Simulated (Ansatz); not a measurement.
# CsPbCl3 in Ansatz: the effect of target pressure

Crystal: CsPbCl3.

```
Pb Cs Cl
1.0
     5.60500    0.00000    0.00000
     0.00000    5.60500    0.00000
     0.00000    0.00000    5.60500
Pb Cs Cl
1 1 3
Direct
  0.50000 0.50000 0.50000
  0.00000 0.00000 0.00000
  0.50000 0.00000 0.50000
  0.00000 0.50000 0.50000
  0.50000 0.50000 0.00000
```

Alike in all runs:

```yaml
Program: Ansatz 0.2.0
Task: relaxation of cell and atoms
Functional: PBEsol
Potentials_or_basis: Ansatz PAW
Cutoff: "420 eV (not typed: the program's choice for these potentials)"
k_mesh: 5 × 5 × 5
Occupations: fermi-dirac, width 0.05 eV
Spin: no spin polarisation
```

Each run relaxes the cell or the atoms first.

One run gave: relaxed volume 35.41 Å³/atom; gap on the mesh 2.87 eV. Which target pressure did it use?
A. 20 GPa
B. 10 GPa
C. 30 GPa
D. 5 GPa
E. 0 GPa

E.

```csv
target pressure,relaxed volume (Å³/atom),gap on the mesh (eV)
0 GPa,35.41,2.87
2 GPa,33.07,2.70
5 GPa,30.68,2.48
10 GPa,28.04,2.20
20 GPa,24.83,1.81
30 GPa,22.81,1.58
```

Caveats: odd divisions of the mesh miss points on the zone boundary, where band edges often lie, so the gap on the mesh can be too wide; the plane-wave basis is chosen anew once the cell has moved, so the energies of steps on either side of that aren't comparable; spin-orbit coupling is left out, which as a rule narrows the gap of such compounds by several tenths of an eV; the PAW data sets come from PBE, with cores solved anew for the run's functional, which leaves a small shift of forces and pressure; the volume moved by over 15 % at a fixed basis, so the end points are rough (some runs).

A k mesh can miss the band edges.
